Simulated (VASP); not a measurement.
The system is CuO.

```
Cu O
1.0
     0.00000    2.32725    2.32725
     2.32725    0.00000    2.32725
     2.32725    2.32725    0.00000
Cu O
1 1
Direct
  0.01840 0.02906 0.99610
  0.24852 0.21111 0.26797
```

The cell comes from a database or a generator and needn't be the stable form of this composition.

The cell isn't the ideal one: atoms moved at random, drawn with an rms of 0.15 Å.

- Program: VASP 6.6.1
- Task: relaxation of the atoms
- Functional: r2SCAN
- Potentials or basis: VASP PAW PBE potentials, release 64 (Cu, O)
- Cutoff: 520 eV
- k mesh: 7 × 7 × 7
- Occupations: gaussian, width 0.05 eV
- Spin: no spin polarisation

At the start: pressure -11.4 GPa; volume 12.60 Å³/atom.

Q: Where does the relaxation end?

A: Over 13 steps the energy falls by 42.6 meV/atom; space group F-43m (No. 216, to 0.05 Å).

The path:
```tsv
step	energy change (eV)	largest force (eV/Å)	pressure (GPa)
1	0.0000	0.9770	-11.45
2	-0.0237	0.7319	-12.19
3	-0.0621	0.3012	-13.61
4	-0.0691	0.2197	-13.89
5	-0.0719	0.2011	-14.05
6	-0.0740	0.2019	-14.16
7	-0.0795	0.2116	-14.42
8	-0.0817	0.1666	-14.48
9	-0.0847	0.0604	-14.55
10	-0.0848	0.0510	-14.55
11	-0.0849	0.0422	-14.57
12	-0.0852	0.0101	-14.56
13	-0.0852	0.0015	-14.55
```

Final structure:
```
Cu O
1.0
     0.00000    2.32725    2.32725
     2.32725    0.00000    2.32725
     2.32725    2.32725    0.00000
Cu O
1 1
Direct
  0.00864 0.99468 0.00724
  0.25828 0.24549 0.25683
```

Caveat: the PAW data sets were made with another functional, which shifts forces and pressure a little; an odd number of electrons without spin polarisation forces a metal; a magnetic or distorted state may lie lower; the run has no spin polarisation, though such a crystal can be magnetic.
